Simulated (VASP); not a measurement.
# CdSe (P6_3mc) in VASP: further runs

CdSe is run at these levels: RPBE, PBE+D4, LDA; tasks: single point, relaxation of cell and atoms.

Program: VASP 6.6.1. These are calculated values, not measurements. Logs are shortened: lines on timing, memory, paths and dates and some standing lists are left out, and cuts for length are marked.

**Measured values to compare with.**

From a printed reference work, data compilation, for a bulk crystal of CdSe at 2 K: band gap 1.841 eV.

How close the calculation comes is told below.

## (1) The cell of the first run

The structure is hexagonal, space group P6_3mc (No. 186). The conventional cell has a = 4.445 Å, b = 4.445 Å, c = 7.255 Å, α = 90.00°, β = 90.00°, γ = 120.00°. Within 3.6 Å of Cd (site symmetry 3m) lie 4 Se at 2.72 to 2.73 Å. Se (site symmetry 3m) has 4 Cd at 2.72 to 2.73 Å within 3.6 Å.

## (2) Single point, RPBE

The input, INCAR:

```
PREC = Accurate
ENCUT = 520
EDIFF = 1E-6
ISMEAR = 0
SIGMA = 0.01
LREAL = F
LASPH = T
NELM = 60
ALGO = Normal
ISIF = 2
LWAVE = F
LCHARG = F
GGA = RP
NBANDS = 26
```

The input, KPOINTS:

```
Automatic mesh
0
Gamma
  6 6 4
```

The input, POSCAR:

```
CdSe
1.0
    4.4454754680      0.0000000000      0.0000000000
   -2.2227377340      3.8498946872      0.0000000000
    0.0000000000      0.0000000000      7.2552015535
Cd Se
2 2
Direct
    0.3333333333      0.6666666667      0.0044838090
    0.6666666667      0.3333333333      0.5044838090
    0.3333333333      0.6666666667      0.3805161910
    0.6666666667      0.3333333333      0.8805161910
```

Potentials or basis: VASP PAW PBE potentials, release 64 (Cd, Se).

Launch:

```
> cat potpaw_PBE.64/Cd/POTCAR potpaw_PBE.64/Se/POTCAR > POTCAR
> mpirun -np 1 vasp_std > vasp.out
```

OUTCAR:

```text
PREC = Accurate
   ENCUT = 520
   EDIFF = 1E-6
   ISMEAR = 0
   LREAL = F
   LASPH = T
   NELM = 60
   ISIF = 2
   GGA = RP

 ion  position               nearest neighbor table
   1  0.333  0.667  0.004-   4 2.72   4 2.72   4 2.72   3 2.73
   2  0.667  0.333  0.504-   3 2.72   3 2.72   3 2.72   4 2.73
   3  0.333  0.667  0.381-   2 2.72   2 2.72   2 2.72   1 2.73
   4  0.667  0.333  0.881-   1 2.72   1 2.72   1 2.72   2 2.73

  LATTYP: Found a hexagonal cell.
 ALAT       =     4.4454754680
 C/A-ratio  =     1.6320417480

  Lattice vectors:

 A1 = (   4.4454754680,   0.0000000000,   0.0000000000)
 A2 = (  -2.2227377340,   3.8498946872,   0.0000000000)
 A3 = (   0.0000000000,   0.0000000000,   7.2552015535)

Analysis of symmetry for initial positions (statically):
=====================================================================
 Subroutine PRICEL returns:
 Original cell was already a primitive cell.

 Routine SETGRP: Setting up the symmetry group for a
 hexagonal supercell.

 Subroutine GETGRP returns: Found 12 space group operations
 (whereof  6 operations were pure point group operations)
 out of a pool of 24 trial point group operations.

The static configuration has the point symmetry C_3v.
 The point group associated with its full space group is C_6v.

Analysis of symmetry for dynamics (positions and initial velocities):
=====================================================================
 Subroutine PRICEL returns:
 Original cell was already a primitive cell.

 Routine SETGRP: Setting up the symmetry group for a
 hexagonal supercell.

 Subroutine GETGRP returns: Found 12 space group operations
 (whereof  6 operations were pure point group operations)
 out of a pool of 24 trial point group operations.

The dynamic configuration has the point symmetry C_3v.
 The point group associated with its full space group is C_6v.

 Subroutine INISYM returns: Found 12 space group operations
 (whereof  6 operations are pure point group operations),
 and found     1 'primitive' translations

----------------------------------------------------------------------------------------

                                     Primitive cell

  volume of cell :     124.1700

  direct lattice vectors                    reciprocal lattice vectors
     4.445475468  0.000000000  0.000000000     0.224947817  0.129873682  0.000000000
    -2.222737734  3.849894687  0.000000000     0.000000000  0.259747365  0.000000000
     0.000000000  0.000000000  7.255201554     0.000000000  0.000000000  0.137832146

  length of vectors
     4.445475468  4.445475468  7.255201554     0.259747365  0.259747365  0.137832146

  position of ions in fractional coordinates (direct lattice)
     0.333333333  0.666666667  0.004483809
     0.666666667  0.333333333  0.504483809
     0.333333333  0.666666667  0.380516191
     0.666666667  0.333333333  0.880516191

  ion indices of the primitive-cell ions
   primitive index   ion index
                 1           1
                 2           2
                 3           3
                 4           4

----------------------------------------------------------------------------------------

 KPOINTS: Automatic mesh

Automatic generation of k-mesh.
 Grid dimensions read from file:
 generate k-points for:    6    6    4

 Generating k-lattice:

  Cartesian coordinates                     Fractional coordinates (reciprocal lattice)
     0.037491303  0.021645614  0.000000000     0.166666667  0.000000000  0.000000000
     0.000000000  0.043291227  0.000000000     0.000000000  0.166666667  0.000000000
     0.000000000  0.000000000  0.034458037     0.000000000  0.000000000  0.250000000

  Length of vectors
     0.043291227  0.043291227  0.034458037

  Shift w.r.t. Gamma in fractional coordinates (k-lattice)
     0.000000000  0.000000000  0.000000000

 Subroutine IBZKPT returns following result:
 ===========================================

 Found     21 irreducible k-points:

 Following reciprocal coordinates:
            Coordinates               Weight
  0.000000  0.000000  0.000000      1.000000
  0.166667  0.000000  0.000000      6.000000
  0.333333  0.000000  0.000000      6.000000
  0.500000 -0.000000  0.000000      3.000000
  0.166667  0.166667  0.000000      6.000000
  0.333333  0.166667  0.000000     12.000000
[... 13 lines left out ...]
  0.333333  0.166667  0.500000     12.000000
  0.333333  0.333333  0.500000      2.000000
   k-points           NKPTS =     21   k-points in BZ     NKDIM =     21   number of bands    NBANDS=     26
   number of dos      NEDOS =    301   number of ions     NIONS =      4
   total plane-waves  NPLWV =  69984
   dimension x,y,z NGX =    36 NGY =   36 NGZ =   54
   dimension x,y,z NGXF=    72 NGYF=   72 NGZF=  108
   ions per type =               2   2
   NGX,Y,Z   is equivalent  to a cutoff of  13.46, 13.46, 12.37 a.u.
   NGXF,Y,Z  is equivalent  to a cutoff of  26.93, 26.93, 24.75 a.u.
 SYSTEM =  unknown system
   PREC   = accura    normal or accurate (medium, high low for compatibility)
   ISTART =      0    job   : 0-new  1-cont  2-samecut
   ICHARG =      2    charge: 1-file 2-atom 10-const
   ISPIN  =      1    spin polarized calculation?
   LNONCOLLINEAR =      F non collinear calculations
   LSORBIT =      F    spin-orbit coupling
   LASPH  =      T    aspherical Exc in radial PAW
   ENCUT  =  520.0 eV  38.22 Ry    6.18 a.u.   8.27  8.27 13.49*2*pi/ulx,y,z
   NELM   =     60;   NELMIN=  2; NELMDL= -5     # of ELM steps
   EDIFF  = 0.1E-05   stopping-criterion for ELM
   LREAL  =      F    real-space projection
   EDIFFG = 0.1E-04   stopping-criterion for IOM
   NSW    =      0    number of steps for IOM
   IBRION =     -1    ionic relax: 0-MD 1-quasi-New 2-CG
   NFREE  =      0    steps in history (QN), initial steepest desc. (CG)
   ISIF   =      2    stress and relaxation
   ISYM   =      2    0-nonsym 1-usesym 2-fastsym
   POTIM  = 0.5000    time-step for ionic-motion
   TEBEG  =    0.0;   TEEND  =   0.0 temperature during run
   PSTRESS=    0.0 pullay stress
   NELECT =      36.0000    total number of electrons
   NUPDOWN=      -1.0000    fix difference up-down
   EMIN   =  10.00;   EMAX   =-10.00  energy-range for DOS
   EFERMI =   0.00;   METHOD = LEGACY
   ISMEAR =     0;   SIGMA  =   0.01  broadening in eV -4-tet -1-fermi 0-gaus
   EFERMI_NEDOS =   21; number of points for ismear=-14 and -15
   IALGO  =     38    algorithm
   IMIX   =      4    mixing-type and parameters
     AMIX     =   0.40;   BMIX     =  1.00
     AMIX_MAG =   1.60;   BMIX_MAG =  1.00
  volume/ion in A,a.u.               =      31.04       209.49
  Fermi-wavevector in a.u.,A,eV,Ry     =   1.083520  2.047555 15.973443  1.174015
  Thomas-Fermi vector in A             =   2.219588
   LORBIT       =      0    0 simple, 1 ext, 2 COOP (PROOUT), +10 PAW based schemes
   GGA     = RP    functional components
   LHFCALC =     F    Hartree Fock is set to
   AEXX    =    0.0000 exact exchange contribution
   IVDW    =     0    specifies the selected vdW correction
   LEPSILON=     F    determine dielectric tensor
   LRPA    =     F    only Hartree local field effects (RPA)
 non-spin polarized calculation
 Gauss-broadening in eV      SIGMA  =   0.01
  energy-cutoff  :      520.00
  volume of cell :      124.17
 maximum number of plane-waves:      3357
 NGX is ok and might be reduce to    36
   NGX = 17   NGY = 17   NGZ = 27

 number of electron      36.0000004 magnetization

 Free energy of the ion-electron system (eV)
  ---------------------------------------------------
  ext. energy  EPLUGINS =         0.00000000
  ---------------------------------------------------
  free energy    TOTEN  =        -9.75262706 eV

  energy without entropy =       -9.75262706  energy(sigma->0) =       -9.75262706

 E-fermi :   0.3938     XC(G=0):  -8.1841

 val. band max:        0.3416298473   @ k =   0.0000   0.0000   0.0000
 cond. band min:       0.9607808244   @ k =   0.0000   0.0000   0.0000
 fundamental gap:      0.6191509770
 Fermi energy:         0.3938499832

 k-point     1 :       0.0000    0.0000    0.0000
  band No.  band energies     occupation
      1     -11.7049      2.00000
      2     -11.4146      2.00000
      3      -7.3198      2.00000
      4      -7.3166      2.00000
      5      -7.3166      2.00000
      6      -7.2663      2.00000
[... 18 lines left out ...]
     25       7.3123      0.00000
     26       7.8840      0.00000

 k-point     2 :       0.1667    0.0000    0.0000
  band No.  band energies     occupation
      1     -11.6409      2.00000
      2     -11.3860      2.00000
      3      -7.3007      2.00000
      4      -7.2951      2.00000
      5      -7.2584      2.00000
      6      -7.2364      2.00000
[... 18 lines left out ...]
     25       7.5668      0.00000
     26       7.8685      0.00000

 k-point     3 :       0.3333    0.0000    0.0000
  band No.  band energies     occupation
      1     -11.5020      2.00000
      2     -11.3376      2.00000
      3      -7.2674      2.00000
      4      -7.2609      2.00000
      5      -7.1787      2.00000
      6      -7.1779      2.00000
[... 18 lines left out ...]
     25       8.1799      0.00000
     26       8.3452      0.00000

 k-point     4 :       0.5000   -0.0000    0.0000
  band No.  band energies     occupation
      1     -11.4190      2.00000
      2     -11.3263      2.00000
      3      -7.2553      2.00000
      4      -7.2495      2.00000
      5      -7.1508      2.00000
      6      -7.1364      2.00000
[... 18 lines left out ...]
     25       8.1951      0.00000
     26       9.7754      0.00000
[... 409 lines left out ...]
      1     -11.4399      2.00000
      2     -11.4399      2.00000
      3      -7.2421      2.00000
      4      -7.2421      2.00000
      5      -7.2257      2.00000
      6      -7.2257      2.00000
[... 18 lines left out ...]
     25       7.7993      0.00000
     26       7.7993      0.00000

 k-point    20 :       0.3333    0.1667    0.5000
  band No.  band energies     occupation
      1     -11.3685      2.00000
      2     -11.3685      2.00000
      3      -7.2200      2.00000
      4      -7.2200      2.00000
      5      -7.2009      2.00000
      6      -7.2009      2.00000
[... 18 lines left out ...]
     25       8.2157      0.00000
     26       8.2157      0.00000

 k-point    21 :       0.3333    0.3333    0.5000
  band No.  band energies     occupation
      1     -11.3452      2.00000
      2     -11.3452      2.00000
      3      -7.2049      2.00000
      4      -7.2049      2.00000
      5      -7.1992      2.00000
      6      -7.1992      2.00000
[... 18 lines left out ...]
     25       8.8536      0.00000
     26       8.8536      0.00000

------------------------ aborting loop because EDIFF is reached ----------------------------------------

  FORCE on cell =-STRESS in cart. coord.  units (eV):
  Direction    XX          YY          ZZ          XY          YZ          ZX
  --------------------------------------------------------------------------------------
  -------------------------------------------------------------------------------------
  Total        0.1744900      0.1744900      0.1404252      0.0000000      0.0000000      0.0000000
  in kB        2.2514622      2.2514622      1.8119198      0.0000000      0.0000000      0.0000000
  external PRESSURE =       2.1049481 kB  Pullay stress =       0.0000000 kB

 VOLUME and BASIS-vectors are now :
 -----------------------------------------------------------------------------
  energy-cutoff  :      520.00
  volume of cell :      124.17
      direct lattice vectors                 reciprocal lattice vectors
     4.445475468  0.000000000  0.000000000     0.224947817  0.129873682  0.000000000
    -2.222737734  3.849894687  0.000000000     0.000000000  0.259747365  0.000000000
     0.000000000  0.000000000  7.255201554     0.000000000  0.000000000  0.137832146

 POSITION                                       TOTAL-FORCE (eV/Angst)
 -----------------------------------------------------------------------------------
     -0.00000      2.56660      0.03253        -0.000000     -0.000000      0.006109
      2.22274      1.28330      3.66013        -0.000000     -0.000000      0.006109
     -0.00000      2.56660      2.76072         0.000000      0.000000     -0.006109
      2.22274      1.28330      6.38832         0.000000     -0.000000     -0.006109
 -----------------------------------------------------------------------------------
    total drift:                               -0.000000     -0.000000      0.000354

  FREE ENERGIE OF THE ION-ELECTRON SYSTEM (eV)
  ---------------------------------------------------
  free  energy   TOTEN  =        -9.7526270584 eV

  energy  without entropy=       -9.7526270584  energy(sigma->0) =       -9.75262706
```

Wall time 2 min (1 thread of Intel Xeon 8259CL, shared host); peak memory 0.28 GiB.

Results:

| Property | Result |
| --- | --- |
| Free energy | -9.7526 eV |
| Pressure | 0.2 GPa |
| Largest force | 0.006 eV/Å |
| Band gap on the k mesh | 0.62 eV |

Forces on the atoms (eV/Å):
```
Cd   0.000  0.000  0.006
Cd   0.000  0.000  0.006
Se   0.000  0.000 -0.006
Se   0.000  0.000 -0.006
```

Levels at points of the mesh, in eV from the valence-band top:
| k point | band 15 | band 16 | band 17 | band 18 | band 19 | band 20 | band 21 | band 22 |
| --- | --- | --- | --- | --- | --- | --- | --- | --- |
| (0.00, 0.00, 0.00) | -0.63 | -0.03 | 0.00 | 0.00 | 0.62 | 2.22 | 5.93 | 5.93 |
| (0.50, 0.00, 0.00) | -2.21 | -1.53 | -1.07 | -0.62 | 3.11 | 3.43 | 4.95 | 5.93 |
| (0.00, 0.00, 0.50) | -0.33 | -0.33 | -0.33 | -0.33 | 2.29 | 2.29 | 5.84 | 5.84 |
| (0.50, 0.00, 0.50) | -1.13 | -1.13 | -1.11 | -1.11 | 3.00 | 3.00 | 4.93 | 4.93 |

Caveat: semilocal functionals underestimate gaps, and a narrow one can read as zero; the PAW data sets were made with another functional, which shifts forces and pressure a little.

## (3) Relaxation of cell and atoms, PBE+D4

This run uses another cell than the first one, of 28.10 Å³/atom.

The input, INCAR:

```
PREC = Accurate ; ENCUT = 600
EDIFF = 1E-7 ; ISMEAR = 0
SIGMA = 0.01 ; LREAL = F
LASPH = T ; NELM = 60
ALGO = Normal ; ISIF = 3
LWAVE = F ; LCHARG = F
GGA = PE ; IVDW = 13
IBRION = 2 ; NSW = 80
EDIFFG = -0.01
```

KPOINTS is that of step 2.

The input, POSCAR:

```
CdSe
1.0
    4.3000000000      0.0000000000      0.0000000000
   -2.1500000000      3.7239090000      0.0000000000
    0.0000000000      0.0000000000      7.0200000000
Cd Se
2 2
Direct
    0.3333333333      0.6666666667      0.0000000000
    0.6666666667      0.3333333333      0.5000000000
    0.3333333333      0.6666666667      0.3850000000
    0.6666666667      0.3333333333      0.8850000000
```

Potentials or basis: VASP PAW PBE potentials, release 64 (Cd, Se).

Launch:

```
> cat potpaw_PBE.64/Cd/POTCAR potpaw_PBE.64/Se/POTCAR > POTCAR
> mpirun -np 1 vasp_std > vasp.out
```

Run time: 12 min. Hardware: 1 thread of Intel Xeon 8259CL, shared host; peak memory 0.3 GiB.

The run converged. Its results:

| Quantity | Value |
| --- | --- |
| Free energy | -12.2245 eV |
| Relaxed volume | 28.74 Å³/atom |
| Relaxed cell | a = 4.331 Å, b = 4.331 Å, c = 7.077 Å, α = 90.00°, β = 90.00°, γ = 120.00° |
| Space group after relaxing (to 0.1 Å) | P6_3mc (No. 186) |
| Energy gained by relaxing | 7.4 meV/atom |
| Ionic steps | 9 |
| Pressure after relaxing | 0.0 GPa |
| Band gap on the k mesh | 0.61 eV |
| Dispersion energy per atom | -0.316 eV |

Forces in eV/Å, atoms in the order of the input:
```
Cd   0.000  0.000 -0.002
Cd   0.000  0.000 -0.002
Se   0.000  0.000  0.002
Se   0.000  0.000  0.002
```

Step by step:
| step | energy change (eV) | largest force (eV/Å) | pressure (GPa) | volume (Å³) |
| --- | --- | --- | --- | --- |
| 1 | 0.0000 | 0.2950 | 1.26 | 112.41 |
| 2 | -0.0241 | 0.0450 | -0.48 | 116.04 |
| 3 | -0.0252 | 0.0884 | -0.20 | 115.39 |
| 4 | -0.0267 | 0.0470 | 0.00 | 114.93 |
| 5 | -0.0269 | 0.0123 | 0.16 | 114.57 |
| 6 | -0.0279 | 0.0026 | 0.15 | 114.57 |
| 7 | -0.0292 | 0.0292 | 0.14 | 114.59 |
| 8 | -0.0295 | 0.0109 | -0.09 | 115.12 |
| 9 | -0.0296 | 0.0023 | -0.01 | 114.94 |

Final structure:
```
CELL_PARAMETERS angstrom
4.33071 0.00000 0.00000
-2.16536 3.75051 0.00000
0.00000 0.00000 7.07682
ATOMIC_POSITIONS crystal
Cd 0.33333 0.66667 0.00491
Cd 0.66667 0.33333 0.50491
Se 0.33333 0.66667 0.38009
Se 0.66667 0.33333 0.88009
```

Levels at points of the mesh, in eV from the valence-band top:
```csv
k point,band 14,band 15,band 16,band 17,band 18,band 19,band 20,band 21,band 22
"(0.00, 0.00, 0.00)",-0.73,-0.73,-0.05,0.00,0.00,0.61,2.19,5.86,5.86
"(0.50, 0.00, 0.00)",-3.56,-2.58,-1.79,-1.29,-0.73,3.17,3.34,4.77,6.05
"(0.00, 0.00, 0.50)",-2.62,-0.38,-0.38,-0.38,-0.38,2.33,2.33,5.82,5.82
"(0.50, 0.00, 0.50)",-4.11,-1.33,-1.33,-1.30,-1.30,2.92,2.92,4.84,4.84
```

Caveat: semilocal functionals underestimate gaps, and a narrow one can read as zero.

## (4) Relaxation of cell and atoms, RPBE

This run uses another cell than the first one, of 28.10 Å³/atom.

The input, INCAR:

```
SYSTEM = CdSe
PREC = Accurate ; ENCUT = 600
EDIFF = 1E-6 ; ISMEAR = 0
SIGMA = 0.01 ; LREAL = .FALSE.
LASPH = .TRUE. ; NELM = 60
ALGO = Normal ; ISIF = 3
LWAVE = .FALSE. ; LCHARG = .FALSE.
GGA = RP ; IBRION = 2
NSW = 80 ; EDIFFG = -0.01
```

The input, KPOINTS:

```
Automatic mesh
0
G
  6 6 4
  0 0 0
```

POSCAR is that of step 3.

Launch:

```
> cat potpaw_PBE.64/Cd/POTCAR potpaw_PBE.64/Se/POTCAR > POTCAR
> mpirun -np 1 vasp_std > vasp.out
```

It took 9.8 min on 1 thread of Intel Xeon 8259CL, shared host; peak memory 0.3 GiB.

The run converged. Its results:

* Free energy: -9.7496 eV
* Relaxed volume: 31.18 Å³/atom
* Relaxed cell: a = 4.452 Å, b = 4.452 Å, c = 7.266 Å, α = 90.00°, β = 90.00°, γ = 120.00°
* Space group after relaxing (to 0.1 Å): P6_3mc (No. 186)
* Energy gained by relaxing: 50.4 meV/atom
* Ionic steps: 8
* Pressure after relaxing: 0.0 GPa
* Band gap on the k mesh: 0.61 eV

The path:
```csv
step,energy change (eV),largest force (eV/Å),pressure (GPa),volume (Å³)
1,0.0000,0.2979,5.27,112.41
2,-0.1876,0.0432,-0.96,128.11
3,-0.1978,0.0768,-0.01,124.79
4,-0.1978,0.0738,-0.08,125.05
5,-0.1989,0.0565,-0.07,124.99
6,-0.2008,0.0019,-0.01,124.82
7,-0.2009,0.0197,0.00,124.76
8,-0.2016,0.0017,0.02,124.72
```

Final structure:
```yaml
crystal:
  lattice:
    - [4.45204, 0.00000, 0.00000]
    - [-2.22602, 3.85558, 0.00000]
    - [0.00000, 0.00000, 7.26593]
  atoms:
    - { symbol: Cd, position: [0.33333, 0.66667, 0.00456] }
    - { symbol: Cd, position: [0.66667, 0.33333, 0.50456] }
    - { symbol: Se, position: [0.33333, 0.66667, 0.38044] }
    - { symbol: Se, position: [0.66667, 0.33333, 0.88044] }
```

Levels at points of the mesh, in eV from the valence-band top:
```
           k point  band 15  band 16  band 17  band 18  band 19  band 20  band 21  band 22
(0.00, 0.00, 0.00)    -0.62    -0.03     0.00     0.00     0.61     2.21     5.93     5.93
(0.50, 0.00, 0.00)    -2.19    -1.51    -1.06    -0.62     3.09     3.43     4.95     5.91
(0.00, 0.00, 0.50)    -0.32    -0.32    -0.32    -0.32     2.28     2.28     5.84     5.84
(0.50, 0.00, 0.50)    -1.12    -1.12    -1.10    -1.10     2.99     2.99     4.93     4.93
```

Caveat: semilocal functionals underestimate gaps, and a narrow one can read as zero; the PAW data sets were made with another functional, which shifts forces and pressure a little.

(Continued in part 2 of 2.)
